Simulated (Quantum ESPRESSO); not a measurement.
# Nb (Fm-3m) in Quantum ESPRESSO: further runs, part 2 of 3

Quantum ESPRESSO 7.5. The steps go on from the part before.

**3. Phonons, PBE**

Contents of pw.in:

```
&CONTROL
  calculation = 'scf'
  prefix = 'pwscf'
  outdir = './tmp'
  pseudo_dir = './pseudo'
  tprnfor = .true.
  tstress = .true.
  disk_io = 'low'
/
&SYSTEM
  ibrav = 0
  nat = 1
  ntyp = 1
  ecutwfc = 45
  ecutrho = 360
  nbnd = 12
  occupations = 'smearing'
  smearing = 'gaussian'
  degauss = 0.00999582
/
&ELECTRONS
  conv_thr = 2d-10
  electron_maxstep = 120
  mixing_beta = 0.5
/
ATOMIC_SPECIES
Nb    92.9064 nb_pbe_v1.uspp.F.UPF
CELL_PARAMETERS angstrom
   0.0000000000    2.1150000000    2.1150000000
   2.1150000000    0.0000000000    2.1150000000
   2.1150000000    2.1150000000    0.0000000000
ATOMIC_POSITIONS crystal
Nb     0.0000000000    0.0000000000    0.0000000000
K_POINTS automatic
11 11 11 0 0 0
```

Contents of relax.in:

```
&CONTROL
  calculation = 'vc-relax'
  prefix = 'pwscf'
  outdir = './tmp'
  pseudo_dir = './pseudo'
  tprnfor = .true.
  tstress = .true.
  disk_io = 'low'
  nstep = 40
  forc_conv_thr = 0.0001
  etot_conv_thr = 1d-06
/
&SYSTEM
  ibrav = 0
  nat = 1
  ntyp = 1
  ecutwfc = 45
  ecutrho = 360
  nbnd = 12
  occupations = 'smearing'
  smearing = 'gaussian'
  degauss = 0.00999582
/
&ELECTRONS
  conv_thr = 2d-10
  electron_maxstep = 120
  mixing_beta = 0.5
/
&IONS
  ion_dynamics = 'bfgs'
/
&CELL
  cell_dynamics = 'bfgs'
  press = 0
  press_conv_thr = 0.2
/
ATOMIC_SPECIES
Nb    92.9064 nb_pbe_v1.uspp.F.UPF
CELL_PARAMETERS angstrom
   0.0000000000    2.1150000000    2.1150000000
   2.1150000000    0.0000000000    2.1150000000
   2.1150000000    2.1150000000    0.0000000000
ATOMIC_POSITIONS crystal
Nb     0.0000000000    0.0000000000    0.0000000000
K_POINTS automatic
11 11 11 0 0 0
```

Contents of scf2.in:

```
&CONTROL
  calculation = 'scf'
  prefix = 'pwscf'
  outdir = './tmp'
  pseudo_dir = './pseudo'
  tprnfor = .true.
  tstress = .true.
  disk_io = 'low'
/
&SYSTEM
  ibrav = 0
  nat = 1
  ntyp = 1
  ecutwfc = 45
  ecutrho = 360
  nbnd = 12
  occupations = 'smearing'
  smearing = 'gaussian'
  degauss = 0.00999582
/
&ELECTRONS
  conv_thr = 1d-13
  electron_maxstep = 120
  mixing_beta = 0.5
  startingpot = 'file'
  startingwfc = 'file'
/
ATOMIC_SPECIES
Nb    92.9064 nb_pbe_v1.uspp.F.UPF
CELL_PARAMETERS angstrom
   0.0000000000    2.1049481187    2.1049481187
   2.1049481187    0.0000000000    2.1049481187
   2.1049481187    2.1049481187    0.0000000000
ATOMIC_POSITIONS crystal
Nb     0.0000000000    0.0000000000    0.0000000000
K_POINTS automatic
11 11 11 0 0 0
```

Contents of ph.in:

```
phonons of Nb
&INPUTPH
  prefix = 'pwscf'
  outdir = './tmp'
  tr2_ph = 1d-18
  fildyn = 'dyn'
  niter_ph = 90
  alpha_mix(1) = 0.4
/
0.3535533906 0.3535533906 0.3535533906
```

Potentials or basis: GBRV 1.5 PBE.

Launch:

```console
$ OMP_NUM_THREADS=1 pw.x -in pw.in > pw.out
$ OMP_NUM_THREADS=1 pw.x -in relax.in > relax.out
$ OMP_NUM_THREADS=1 pw.x -in scf2.in > scf2.out
$ OMP_NUM_THREADS=1 ph.x -in ph.in > ph.out
```

pw.out:

```text
This program is part of the open-source Quantum ESPRESSO suite
     for quantum simulation of materials; please cite
[... 9 lines left out ...]
     --------------------
     sticks:   dense  smooth     PW     G-vecs:    dense   smooth      PW
     Sum         793     397    127                14649     5161     965

     Using Slab Decomposition

     bravais-lattice index     =            0
     lattice parameter (alat)  =       5.6523  a.u.
     unit-cell volume          =     127.6902 (a.u.)^3
     number of atoms/cell      =            1
     number of atomic types    =            1
     number of electrons       =        13.00
     number of Kohn-Sham states=           12
     kinetic-energy cutoff     =      45.0000  Ry
     charge density cutoff     =     360.0000  Ry
     scf convergence threshold =      2.0E-10
     mixing beta               =       0.5000
[... 120 lines left out ...]

     total energy              =    -117.89590473 Ry
     estimated scf accuracy    <       0.10307043 Ry
[... 43 lines left out ...]
     iteration #  8     ecut=    45.00 Ry     beta= 0.50
     Davidson diagonalization with overlap
     ethr =  1.07E-11,  avg # of iterations =  2.3

     End of self-consistent calculation

          k = 0.0000 0.0000 0.0000 (   645 PWs)   bands (ev):

   -37.4677 -12.8843 -12.8843 -12.8843  11.1434  17.4294  17.4294  17.4294
    19.9938  19.9938  29.0991  33.8219
[... 273 lines left out ...]
   -37.2206 -13.6755 -13.6135 -13.2883  14.7278  15.8186  16.5978  19.2831
    22.2581  26.6517  27.2347  28.9027

     the Fermi energy is    17.3451 ev

!    total energy              =    -117.90948415 Ry
     estimated scf accuracy    <          4.5E-11 Ry
     smearing contrib. (-TS)   =      -0.00097681 Ry
     internal energy E=F+TS    =    -117.90850735 Ry

     The total energy is F=E-TS. E is the sum of the following terms:
     one-electron contribution =     -18.12047545 Ry
     hartree contribution      =      15.53418333 Ry
     xc contribution           =     -18.38874840 Ry
     ewald contribution        =     -96.93346683 Ry

     convergence has been achieved in   8 iterations

     Forces acting on atoms (cartesian axes, Ry/au):

     atom    1 type  1   force =     0.00000000    0.00000000    0.00000000

     Total force =     0.000000     Total SCF correction =     0.000000

     Computing stress (Cartesian axis) and pressure

          total   stress  (Ry/bohr**3)                   (kbar)     P=      -22.89
  -0.00015561   0.00000000   0.00000000          -22.89        0.00        0.00
   0.00000000  -0.00015561   0.00000000            0.00      -22.89        0.00
   0.00000000   0.00000000  -0.00015561            0.00        0.00      -22.89

=------------------------------------------------------------------------------=
   JOB DONE.
=------------------------------------------------------------------------------=
```

relax.out:

```text
This program is part of the open-source Quantum ESPRESSO suite
     for quantum simulation of materials; please cite
[... 9 lines left out ...]
     --------------------
     sticks:   dense  smooth     PW     G-vecs:    dense   smooth      PW
     Sum         793     397    127                14649     5161     965
[... 2148 lines left out ...]
   0.00000023  -0.00000000   0.00000000            0.03       -0.00        0.00
  -0.00000000   0.00000023   0.00000000           -0.00        0.03        0.00
   0.00000000   0.00000000   0.00000023            0.00        0.00        0.03

=------------------------------------------------------------------------------=
   JOB DONE.
=------------------------------------------------------------------------------=
```

Run time: 2.1 min. Hardware: 1 thread of Arm Neoverse V2, shared host; peak memory 0.09 GiB.

What came out:

```yaml
Free_energy: -1604.2417 eV
Relaxed_volume: 18.65 Å³/atom
Relaxed_cell: a = 2.977 Å, b = 2.977 Å, c = 2.977 Å, α = 60.00°, β = 60.00°, γ = 60.00°
Space_group_after_relaxing_to_0.05_Å: Fm-3m (No. 225)
Pressure_after_relaxing: 0.0 GPa
Band_gap_on_the_k_mesh: none (metal or under the smearing width)
Highest_phonon_frequency_at_the_q_point_run: 273 cm⁻¹
Most_unstable_mode: 68i cm⁻¹
```

Step by step:
| step | energy change (eV) | largest force (eV/Å) | pressure (GPa) | volume (Å³) |
| --- | --- | --- | --- | --- |
| 1 | 0.0000 | 0.0000 | -2.29 | 18.92 |
| 2 | -0.0019 | 0.0000 | -0.43 | 18.70 |
| 3 | -0.0019 | 0.0000 | 0.01 | 18.65 |
| 4 | -0.0019 | 0.0000 | 0.00 | 18.65 |

Final structure:
```xyz
1
Lattice="0.0000 2.1049 2.1049 2.1049 0.0000 2.1049 2.1049 2.1049 0.0000" Properties=species:S:1:pos:R:3 pbc="T T T"
Nb    0.0000    0.0000    0.0000
```

Levels at points of the mesh, in eV from the Fermi level:
| k point | band 3 | band 4 | band 5 | band 6 | band 7 | band 8 | band 9 | band 10 |
| --- | --- | --- | --- | --- | --- | --- | --- | --- |
| (0.00, 0.00, 0.00) | -30.18 | -30.18 | -6.23 | 0.08 | 0.08 | 0.08 | 2.69 | 2.69 |

Phonon frequencies in cm⁻¹ (negative: imaginary):
```csv
q point,frequencies
"(0.500, 0.500, 0.500)",-68 -68 273
```

Phonon modes at q = (0.500, 0.500, 0.500) in reciprocal lattice units:
| mode | symmetry | cm⁻¹ |
| --- | --- | --- |
| 1 | E_u | -68 |
| 2 | E_u | -68 |
| 3 | A_2u | 273 |

Caveat: some modes are imaginary; the q point doesn't lie on the k mesh, which can shift a metal's frequencies strongly unless the mesh is converged.

**4. Phonons, LDA**

pw.in, as its differences from that of step 3:

```diff
@@ -18,3 +18,3 @@
   smearing = 'gaussian'
-  degauss = 0.00999582
+  degauss = 0.01469973
 /
@@ -26,3 +26,3 @@
 ATOMIC_SPECIES
-Nb    92.9064 nb_pbe_v1.uspp.F.UPF
+Nb    92.9064 nb_lda_v1.uspp.F.UPF
 CELL_PARAMETERS angstrom
```

relax.in, as its differences from that of step 3:

```diff
@@ -21,3 +21,3 @@
   smearing = 'gaussian'
-  degauss = 0.00999582
+  degauss = 0.01469973
 /
@@ -37,3 +37,3 @@
 ATOMIC_SPECIES
-Nb    92.9064 nb_pbe_v1.uspp.F.UPF
+Nb    92.9064 nb_lda_v1.uspp.F.UPF
 CELL_PARAMETERS angstrom
```

scf2.in, as its differences from that of step 3:

```diff
@@ -18,3 +18,3 @@
   smearing = 'gaussian'
-  degauss = 0.00999582
+  degauss = 0.01469973
 /
@@ -28,7 +28,7 @@
 ATOMIC_SPECIES
-Nb    92.9064 nb_pbe_v1.uspp.F.UPF
+Nb    92.9064 nb_lda_v1.uspp.F.UPF
 CELL_PARAMETERS angstrom
-   0.0000000000    2.1049481187    2.1049481187
-   2.1049481187    0.0000000000    2.1049481187
-   2.1049481187    2.1049481187    0.0000000000
+   0.0000000000    2.0664992650    2.0664992650
+   2.0664992650    0.0000000000    2.0664992650
+   2.0664992650    2.0664992650    0.0000000000
 ATOMIC_POSITIONS crystal
```

ph.in, as its differences from that of step 3:

```diff
@@ -9,2 +9,2 @@
 /
-0.3535533906 0.3535533906 0.3535533906
+0.1767766953 0.7071067812 0.1767766953
```

Potentials or basis: GBRV 1.5 LDA.

Launch:

```console
$ OMP_NUM_THREADS=1 pw.x -in pw.in > pw.out
$ OMP_NUM_THREADS=1 pw.x -in relax.in > relax.out
$ OMP_NUM_THREADS=1 pw.x -in scf2.in > scf2.out
$ OMP_NUM_THREADS=1 ph.x -in ph.in > ph.out
```

pw.out:

```text
This program is part of the open-source Quantum ESPRESSO suite
     for quantum simulation of materials; please cite
[... 9 lines left out ...]
     --------------------
     sticks:   dense  smooth     PW     G-vecs:    dense   smooth      PW
     Sum         793     397    127                14649     5161     965

     Using Slab Decomposition

     bravais-lattice index     =            0
     lattice parameter (alat)  =       5.6523  a.u.
     unit-cell volume          =     127.6902 (a.u.)^3
     number of atoms/cell      =            1
     number of atomic types    =            1
     number of electrons       =        13.00
     number of Kohn-Sham states=           12
     kinetic-energy cutoff     =      45.0000  Ry
     charge density cutoff     =     360.0000  Ry
     scf convergence threshold =      2.0E-10
     mixing beta               =       0.5000
     number of iterations used =            8  plain     mixing
     Exchange-correlation= SLA  PZ   NOGX NOGC
                           (   1   1   0   0   0   0   0)

     celldm(1)=   5.652287  celldm(2)=   0.000000  celldm(3)=   0.000000
     celldm(4)=   0.000000  celldm(5)=   0.000000  celldm(6)=   0.000000

     crystal axes: (cart. coord. in units of alat)
               a(1) = (   0.000000   0.707107   0.707107 )
               a(2) = (   0.707107   0.000000   0.707107 )
               a(3) = (   0.707107   0.707107   0.000000 )

     reciprocal axes: (cart. coord. in units 2 pi/alat)
               b(1) = ( -0.707107  0.707107  0.707107 )
               b(2) = (  0.707107 -0.707107  0.707107 )
               b(3) = (  0.707107  0.707107 -0.707107 )

     PseudoPot. # 1 for Nb read from file:
     nb_lda_v1.uspp.F.UPF
     Pseudo is Ultrasoft + core correction, Zval = 13.0
     Generated by new atomic code, or converted to UPF format
     Using radial grid of  887 points,  6 beta functions with:
                l(1) =   0
                l(2) =   0
                l(3) =   1
                l(4) =   1
                l(5) =   2
                l(6) =   2
     Q(r) pseudized with  6 coefficients,  rinner =    1.000   1.000   1.000
                                                       1.000   1.000

     atomic species   valence    mass     pseudopotential
     Nb               13.00    92.90640     Nb( 1.00)

     48 Sym. Ops., with inversion, found

   Cartesian axes

     site n.     atom                  positions (alat units)
         1        Nb     tau(   1) = (   0.0000000   0.0000000   0.0000000  )

     number of k points=    56  Gaussian smearing, width (Ry)=  0.0147
                       cart. coord. in units 2pi/alat
        k(    1) = (   0.0000000   0.0000000   0.0000000), wk =   0.0015026
        k(    2) = (   0.0642824   0.0642824  -0.0642824), wk =   0.0120210
        k(    3) = (   0.1285649   0.1285649  -0.1285649), wk =   0.0120210
        k(    4) = (   0.1928473   0.1928473  -0.1928473), wk =   0.0120210
        k(    5) = (   0.2571297   0.2571297  -0.2571297), wk =   0.0120210
        k(    6) = (   0.3214122   0.3214122  -0.3214122), wk =   0.0120210
[... 48 lines left out ...]
        k(   55) = (  -0.0642824  -0.4499770   0.7071068), wk =   0.0360631
        k(   56) = (   0.0000000  -0.3856946   0.6428243), wk =   0.0360631

     Dense  grid:    14649 G-vectors     FFT dimensions: (  36,  36,  36)

     Smooth grid:     5161 G-vectors     FFT dimensions: (  25,  25,  25)

     Check: negative core charge=   -0.000001

     Initial potential from superposition of free atoms

     starting charge      12.9978, renormalised to      13.0000
     Starting wfcs are   13 randomized atomic wfcs

     Self-consistent Calculation

     iteration #  1     ecut=    45.00 Ry     beta= 0.50
     Davidson diagonalization with overlap
     ethr =  1.00E-02,  avg # of iterations =  4.6

     Threshold (ethr) on eigenvalues was too large:
     Diagonalizing with lowered threshold

     Davidson diagonalization with overlap
     ethr =  7.73E-04,  avg # of iterations =  1.1

     total energy              =    -118.05010843 Ry
     estimated scf accuracy    <       0.10150264 Ry

     iteration #  2     ecut=    45.00 Ry     beta= 0.50
     Davidson diagonalization with overlap
     ethr =  7.81E-04,  avg # of iterations =  2.1
[... 36 lines left out ...]
     total energy              =    -118.06411579 Ry
     estimated scf accuracy    <          2.8E-10 Ry

     iteration #  8     ecut=    45.00 Ry     beta= 0.50
     Davidson diagonalization with overlap
     ethr =  2.18E-12,  avg # of iterations =  3.1

     End of self-consistent calculation

          k = 0.0000 0.0000 0.0000 (   645 PWs)   bands (ev):

   -37.5931 -13.0529 -13.0529 -13.0529  10.8539  17.1377  17.1377  17.1377
    19.6872  19.6872  28.8794  33.5326

          k = 0.0643 0.0643-0.0643 (   640 PWs)   bands (ev):

   -37.5782 -13.1518 -13.0651 -13.0651  11.1557  16.9138  17.2729  17.2729
    19.5728  19.5728  29.4732  32.4350

          k = 0.1286 0.1286-0.1286 (   646 PWs)   bands (ev):
[... 96 lines left out ...]
   -37.3896 -14.0551 -13.4654 -13.2326  14.2230  15.9804  16.9362  17.8170
    20.5925  23.4509  27.7042  30.9063

          k =-0.0643-0.3214 0.3214 (   643 PWs)   bands (ev):

   -37.4225 -13.9003 -13.4298 -13.1790  14.1675  16.0610  16.4622  17.9984
    19.4319  22.5832  29.3954  31.8388

          k = 0.0000-0.2571 0.2571 (   644 PWs)   bands (ev):

   -37.4677 -13.7087 -13.3268 -13.1289  13.4351  15.8529  17.0646  18.3770
    18.4354  21.3405  30.3558  32.9248

          k = 0.3857 0.0000-0.0000 (   648 PWs)   bands (ev):

   -37.4500 -13.7072 -13.2941 -13.2941  13.3624  14.9152  17.6475  19.2416
    19.2416  20.7002  32.8280  33.0423

          k = 0.4500 0.0643-0.0643 (   646 PWs)   bands (ev):
[... 36 lines left out ...]
   -37.3466 -14.0410 -13.6077 -13.4144  13.6377  14.4238  18.2638  20.2219
    21.8299  24.5652  26.5095  30.4138

          k =-0.0000-0.5143 0.5143 (   660 PWs)   bands (ev):

   -37.3480 -13.9298 -13.7661 -13.3676  14.1155  15.0107  17.3686  19.5616
    21.2104  25.0304  26.9076  29.6611

          k = 0.6428-0.0000 0.0000 (   652 PWs)   bands (ev):

   -37.3462 -14.1267 -13.4618 -13.4618  13.0793  13.8106  20.3160  21.5755
    21.9974  21.9974  28.5188  28.5188

          k =-0.0000-0.6428 0.6428 (   648 PWs)   bands (ev):

   -37.3410 -14.1206 -13.5137 -13.4573  13.1848  13.9170  19.6848  21.2456
    22.1097  23.3140  27.4837  28.7881

          k = 0.2571 0.1286 0.0000 (   645 PWs)   bands (ev):

   -37.5059 -13.5155 -13.2183 -13.1324  12.6198  15.8994  17.5109  18.1176
    18.6662  20.3468  31.1810  32.1209

          k = 0.3214 0.1928-0.0643 (   642 PWs)   bands (ev):

   -37.4585 -13.7579 -13.3042 -13.1712  13.5058  15.7274  16.9533  18.1845
    19.2645  21.2624  30.1664  32.7386

          k = 0.3857 0.2571-0.1286 (   643 PWs)   bands (ev):
[... 26 lines left out ...]
   -37.3670 -14.0281 -13.5817 -13.3151  14.6464  15.3187  16.7804  18.4111
    21.1977  24.5426  26.6499  31.0911

          k =-0.0643-0.3214 0.4500 (   653 PWs)   bands (ev):

   -37.3834 -13.9634 -13.5709 -13.2699  14.7994  15.5790  16.1556  18.5080
    20.3493  23.7418  28.3665  31.0614

          k = 0.0000-0.2571 0.3857 (   643 PWs)   bands (ev):

   -37.4176 -13.8667 -13.4663 -13.2138  14.4176  15.5542  16.2567  18.6727
    19.3506  22.6326  29.8472  32.1709

          k = 0.5143 0.1286 0.0000 (   656 PWs)   bands (ev):

   -37.3813 -13.9706 -13.4526 -13.3843  13.7531  14.4562  17.6733  20.3166
    20.6900  22.3644  29.6728  30.4591

          k =-0.1286-0.5143 0.6428 (   658 PWs)   bands (ev):

   -37.3578 -14.0050 -13.5701 -13.4103  13.9573  14.6696  17.4022  19.8642
    21.5752  23.9996  27.6034  30.1135

          k =-0.0643-0.4500 0.5785 (   656 PWs)   bands (ev):

   -37.3495 -13.9452 -13.7175 -13.3910  14.3103  15.1108  16.9619  19.2627
    21.4904  25.5298  26.3877  30.0423

          k = 0.0000-0.3857 0.5143 (   657 PWs)   bands (ev):

   -37.3591 -13.8805 -13.7703 -13.3363  14.8712  15.3910  16.2732  18.9109
    20.8212  24.5632  28.7065  28.9489

          k =-0.0643-0.5785 0.7071 (   656 PWs)   bands (ev):

   -37.3456 -14.0813 -13.5179 -13.4650  13.4043  14.1104  18.8546  20.8484
    21.9995  23.5698  28.1578  28.4659

          k =-0.0000-0.5143 0.6428 (   654 PWs)   bands (ev):
[... 11 lines left out ...]
   -37.3536 -13.9304 -13.6986 -13.3971  14.7311  15.3935  16.1905  18.9982
    21.4031  25.2288  27.1474  29.8995

          k =-0.0643-0.4500 0.7071 (   658 PWs)   bands (ev):

   -37.3442 -13.9578 -13.6658 -13.4683  14.1697  14.9790  17.0106  19.4773
    22.0026  25.4083  28.0081  28.0814

          k = 0.0000-0.3857 0.6428 (   666 PWs)   bands (ev):

   -37.3426 -13.8544 -13.7917 -13.4624  14.4491  15.5475  16.3309  18.9746
    22.0027  26.3403  26.9723  28.5703

     the Fermi energy is    17.0636 ev

!    total energy              =    -118.06411579 Ry
     estimated scf accuracy    <          3.8E-11 Ry
     smearing contrib. (-TS)   =      -0.00220139 Ry
     internal energy E=F+TS    =    -118.06191440 Ry

     The total energy is F=E-TS. E is the sum of the following terms:
     one-electron contribution =     -18.40380576 Ry
     hartree contribution      =      15.54066695 Ry
     xc contribution           =     -18.26530876 Ry
     ewald contribution        =     -96.93346683 Ry

     convergence has been achieved in   8 iterations

     Forces acting on atoms (cartesian axes, Ry/au):

     atom    1 type  1   force =     0.00000000    0.00000000    0.00000000

     Total force =     0.000000     Total SCF correction =     0.000000

     Computing stress (Cartesian axis) and pressure

          total   stress  (Ry/bohr**3)                   (kbar)     P=     -112.78
  -0.00076666  -0.00000000   0.00000000         -112.78       -0.00        0.00
  -0.00000000  -0.00076666  -0.00000000           -0.00     -112.78       -0.00
  -0.00000000  -0.00000000  -0.00076666           -0.00       -0.00     -112.78

=------------------------------------------------------------------------------=
   JOB DONE.
=------------------------------------------------------------------------------=
```

Run time: 5.8 min. Hardware: 1 thread of Arm Neoverse V2, shared host; peak memory 0.09 GiB.

Results:

| Property | Result |
| --- | --- |
| Free energy | -1606.3891 eV |
| Relaxed volume | 17.65 Å³/atom |
| Relaxed cell | a = 2.922 Å, b = 2.922 Å, c = 2.922 Å, α = 60.00°, β = 60.00°, γ = 60.00° |
| Space group after relaxing (to 0.05 Å) | Fm-3m (No. 225) |
| Pressure after relaxing | 0.0 GPa |
| Band gap on the k mesh | none (metal or under the smearing width) |
| Highest phonon frequency at the q point run | 187 cm⁻¹ |

Step by step:
```tsv
step	energy change (eV)	largest force (eV/Å)	pressure (GPa)	volume (Å³)
1	0.0000	0.0000	-11.28	18.92
2	-0.0459	0.0000	-2.10	17.85
3	-0.0472	0.0000	0.24	17.63
4	-0.0472	0.0000	0.00	17.65
5	-0.0472	0.0000	0.00	17.65
```

Final structure:
```cif
data_structure
_symmetry_space_group_name_H-M 'P 1'
_symmetry_Int_Tables_number 1
_cell_length_a 2.9225
_cell_length_b 2.9225
_cell_length_c 2.9225
_cell_angle_alpha 60.000
_cell_angle_beta 60.000
_cell_angle_gamma 60.000
_cell_volume 17.65
loop_
_atom_site_label
_atom_site_type_symbol
_atom_site_fract_x
_atom_site_fract_y
_atom_site_fract_z
_atom_site_occupancy
Nb1 Nb 0.00000 0.00000 0.00000 1
```

Phonon frequencies in cm⁻¹ (negative: imaginary):
```csv
q point,frequencies
"(0.625, 0.250, 0.625)",96 182 187
```

Phonon modes at q = (0.625, 0.250, 0.625) in reciprocal lattice units:
```
mode  symmetry  cm⁻¹
   1       B_1    96
   2       A_1   182
   3       B_2   187
```

Caveat: the q point doesn't lie on the k mesh, which can shift a metal's frequencies strongly unless the mesh is converged.

(Part 2 of 3 ends here.)
